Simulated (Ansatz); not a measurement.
# Ag7Cl8: the cost of one run

Method: DFT PBEsol, scalar-relativistic, plane waves, PAW, in Ansatz 0.2.0.

2 further runs of the same task are left out: 1 that didn't finish, 1 set aside as unsound or not needed.

## Step 1: The starting structure

Symmetry: Fm-3m, No. 225, cubic system. Conventional cell: a = 10.898 Å, b = 10.898 Å, c = 10.898 Å, α = 90.00°, β = 90.00°, γ = 90.00°. Ag (site symmetry mmm) is surrounded by 6 Cl at 2.72 Å. Ag (site symmetry m-3m) has 6 Cl at 2.72 Å as nearest neighbours. Cl (site symmetry 4mm) has 5 Ag at 2.72 Å as nearest neighbours. Cl (site symmetry -43m) has 6 Ag at 2.72 Å as nearest neighbours.

The input asks for a charge of -1 e on the cell.

As a file:

```cif
data_structure
_symmetry_space_group_name_H-M 'P 1'
_symmetry_Int_Tables_number 1
_cell_length_a 7.7060
_cell_length_b 7.7060
_cell_length_c 7.7060
_cell_angle_alpha 60.000
_cell_angle_beta 60.000
_cell_angle_gamma 60.000
_cell_volume 323.57
loop_
_atom_site_label
_atom_site_type_symbol
_atom_site_fract_x
_atom_site_fract_y
_atom_site_fract_z
_atom_site_occupancy
Ag1 Ag 0.25000 0.25000 0.75000 1
Ag2 Ag 0.25000 0.75000 0.25000 1
Ag3 Ag 0.25000 0.75000 0.75000 1
Ag4 Ag 0.75000 0.25000 0.25000 1
Ag5 Ag 0.75000 0.25000 0.75000 1
Ag6 Ag 0.75000 0.75000 0.25000 1
Ag7 Ag 0.75000 0.75000 0.75000 1
Cl1 Cl 0.00000 0.50000 0.50000 1
Cl2 Cl 0.00000 0.50000 0.00000 1
Cl3 Cl 0.00000 0.00000 0.50000 1
Cl4 Cl 0.00000 0.00000 0.00000 1
Cl5 Cl 0.50000 0.50000 0.50000 1
Cl6 Cl 0.50000 0.50000 0.00000 1
Cl7 Cl 0.50000 0.00000 0.50000 1
Cl8 Cl 0.50000 0.00000 0.00000 1
```

It is built from the cell relaxed beforehand with the same method (20.22 Å³/atom).

## Step 2: Setting up the jump

The supercell lacks one Ag atom, at fractional position (0.250, 0.250, 0.250), and holds 15 atoms and a charge of -1 e on a uniform background. Atom 1 (Ag), 3.85 Å away, is to jump into the empty site. The cell is fixed.

## Step 3: Relaxing around the vacancy

input.yaml

```yaml
crystal:
  lattice:
    - [0.0, 5.4489627718, 5.4489627718]
    - [5.4489627718, 0.0, 5.4489627718]
    - [5.4489627718, 5.4489627718, 0.0]
  atoms:
    - { symbol: Ag, position: [0.25, 0.25, 0.75] }
    - { symbol: Ag, position: [0.25, 0.75, 0.25] }
    - { symbol: Ag, position: [0.25, 0.75, 0.75] }
    - { symbol: Ag, position: [0.75, 0.25, 0.25] }
    - { symbol: Ag, position: [0.75, 0.25, 0.75] }
    - { symbol: Ag, position: [0.75, 0.75, 0.25] }
    - { symbol: Ag, position: [0.75, 0.75, 0.75] }
    - { symbol: Cl, position: [0.0, 0.5, 0.5] }
    - { symbol: Cl, position: [0.0, 0.5, 0.0] }
    - { symbol: Cl, position: [0.0, 0.0, 0.5] }
    - { symbol: Cl, position: [0.0, 0.0, 0.0] }
    - { symbol: Cl, position: [0.5, 0.5, 0.5] }
    - { symbol: Cl, position: [0.5, 0.5, 0.0] }
    - { symbol: Cl, position: [0.5, 0.0, 0.5] }
    - { symbol: Cl, position: [0.5, 0.0, 0.0] }
total_charge: -1
basis:
  ecutwfc: 420
kpoints:
  mp_grid: { grid: [4, 4, 4] }
hamiltonian:
  xc: pbesol
scf:
  occupations: { method: gaussian, width: 0.05 }
output:
  forces: true
  stress: true
  eigenvalues: true
  write_density: true
  write_potential: true
  elf: true
  volumetric_format: npy
relax:
  adjacent_minimum: "off"
  f_tol: 0.02
  max_steps: 50
```

On the command line:

```console
> ansatz run input.yaml --threads 4 --pin off --max-ram 9216MiB --backend cpu --events-out ev --progress --plain --runs-dir out
```

What time and memory should one allow on 4 threads of Arm Neoverse V1, shared host?

About 23 s, with a peak of 1.1 GiB.
